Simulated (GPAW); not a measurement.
## Ge in GPAW: convergence with basis set

Ge:

```xyz
4
Lattice="3.9976 0.0000 0.0000 -1.9988 3.4620 0.0000 0.0000 0.0000 6.5994" Properties=species:S:1:pos:R:3 pbc="T T T"
Ge    0.0000    2.3080    6.1843
Ge    1.9988    1.1540    2.8846
Ge    0.0000    2.3080    3.7148
Ge    1.9988    1.1540    0.4151
```

This isn't the form of Ge at room conditions, which is diamond.

- Program: GPAW 26.7.0
- Task: convergence study
- Functional: LDA
- Potentials or basis: the program's PAW data sets (release 1.2.1) made for this functional
- Basis: lcao:sz(dzp)
- Grid spacing: 0.16 Å
- k mesh: 6 × 6 × 3
- Occupations: fermi-dirac, width 0.05 eV
- Spin: no spin polarisation

These are the settings of the first run; the series varies basis set, with any setting tied to it.

Hardware: 1 thread of Arm Neoverse V1, on a shared host.

Q: The values tried are lcao:sz(dzp), lcao:szp(dzp), lcao:dz(dzp), lcao:dzp, fd, pw, loosest first. From which on does the gap on the mesh stay within 0.01 eV of the tightest run that finished?

A: From fd on.

| basis set | energy less the tightest run, at zero smearing (meV/atom) | largest force (eV/Å) | gap on the mesh (eV) | SCF cycles | CPU time (s) | peak memory (GiB) |
| --- | --- | --- | --- | --- | --- | --- |
| lcao:sz(dzp) | 396.22 | 0.068 | 0.096 | 7 | 17 | 0.19 |
| lcao:szp(dzp) | 316.65 | 0.057 | 0.161 | 7 | 66 | 0.22 |
| lcao:dz(dzp) | 206.00 | 0.040 | 0.230 | 7 | 25 | 0.19 |
| lcao:dzp | 136.29 | 0.030 | 0.256 | 8 | 87 | 0.22 |
| fd | 1.79 | 0.017 | 0.276 | 11 | 37 | 0.29 |
| pw | 0.00 | 0.016 | 0.276 | 9 | 16 | 0.17 |

Against the tightest run, the largest force stays within 0.005 eV/Å from fd on. Not settled before the last step: the energy (to 1 meV/atom). The tightest run that finished is the yardstick and may itself not be fully converged.

Caveat, for the tightest run too: an odd mesh through Γ misses points on the zone boundary, where band edges often lie.
